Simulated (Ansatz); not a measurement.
Base system: InN in the wurtzite structure (space group P6_3mc, No. 186; a = 3.547 Å, c = 5.723 Å).

Level of theory: plane-wave PAW DFT at the r2SCAN level (Ansatz, a quantum-chemistry and plane-wave program, 500 eV), no spin-orbit coupling.

Base values:

```
Quantity     Value
--------  --------
Pressure  0.00 GPa
```

One thing is altered: an isotropic linear strain of −0.93 %, atoms relaxed at fixed cell.

Question: Predict the new energy relative to the base.

Answer: The energy increases by 5.5 meV/atom.

Question: Estimate the effect on the pressure.

Answer: The pressure (mean of the normal stresses, compression positive) goes from zero to 4.19 GPa.

No phonon test of stability was made.
